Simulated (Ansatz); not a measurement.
The system is TiTe.

```
CELL_PARAMETERS angstrom
0.00000 3.05007 3.05007
3.05007 0.00000 3.05007
3.05007 3.05007 0.00000
ATOMIC_POSITIONS crystal
Ti 0.50000 0.50000 0.50000
Te 0.00000 0.00000 0.00000
```

The cell comes from a database or a generator and needn't be the stable form of this composition.

Base run:

* Program: Ansatz 0.2.0
* Functional: r2SCAN
* Potentials or basis: Ansatz PAW
* Cutoff: 500 eV (not typed: the program's choice for these potentials)
* k mesh: 8 × 8 × 8
* Occupations: fermi-dirac, width 0.05 eV
* Spin: no spin polarisation
* Hubbard terms: Ti d U = 5 eV

Its results: band gap on the k mesh none (metal or under the smearing width); pressure -7.2 GPa.

Q: After a change of settings the same cell gave: band gap on the k mesh none (metal or under the smearing width); pressure -9.7 GPa. Which change was it?
A. hubbard terms from Ti d U = 5 eV to Ti d U = 4 eV
B. hubbard terms from Ti d U = 5 eV to none; hubbard projectors from ortho-atomic (the default) to none
C. hubbard terms from Ti d U = 5 eV to Ti d U = 2 eV

A: C.

Caveats: U without spin polarisation on a metal has little footing; the PAW data sets come from PBE, with cores solved anew for the run's functional, which leaves a small shift of forces and pressure; the U is typed as a test and isn't derived for this compound.

Runs at the PBE level aren't shown here.
